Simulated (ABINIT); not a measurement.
Runs of ABINIT 10.8.3 (patched build) on WC (Qusongite). The structure is hexagonal, space group P-6m2 (No. 187). The conventional cell has a = 2.907 Å, b = 2.907 Å, c = 2.837 Å, α = 90.00°, β = 90.00°, γ = 120.00°. Around W (site symmetry -6m2) lie 6 C at 2.20 Å. C (site symmetry -6m2) has 6 W at 2.20 Å as nearest neighbours. 

| task | level | potentials or basis | k mesh | cutoff (eV) | bands in the sums | broadening (eV) | scissor shift (eV) | tensor components | gap on the mesh (eV) | pressure (GPa) |
| --- | --- | --- | --- | --- | --- | --- | --- | --- | --- | --- |
| single point | LDA | PseudoDojo NC SR LDA v0.4 stringent | 8 × 8 × 7 | 1578 | - | - | - | - | none | (a) |
| single point | PBEsol | PseudoDojo NC SR PBEsol v0.4.1 standard | 8 × 8 × 7 | 1007 | - | - | - | - | none | -3.5 |
| optical spectrum | PBEsol | PseudoDojo NC SR PBEsol v0.4 stringent | 12 × 12 × 10, shifted | 1007 | 15 | 0.2 | 0 | [11, 33] | - | -3.3 |
| single point | PBEsol | PseudoDojo NC SR PBEsol v0.4 stringent | 8 × 8 × 7 | 1007 | - | - | - | - | none | -3.5 |

Alike in all rows: no spin polarisation; cell as given; smearing fermi-dirac 0.05 eV.

Estimate the missing entries.

(a) -10.7.

Caveats: the intraband (Drude) term is left out (some runs); spectra need much finer meshes, so this one isn't converged (some runs); independent-particle spectra lack excitons (some runs).

A k mesh can miss the band edges, and the runs leave out spin-orbit coupling on W.

A gap of «none» marks a metal or a gap under the smearing width.

The runs don't all hold the same shells in valence.

Runs at the PBE level aren't shown here.
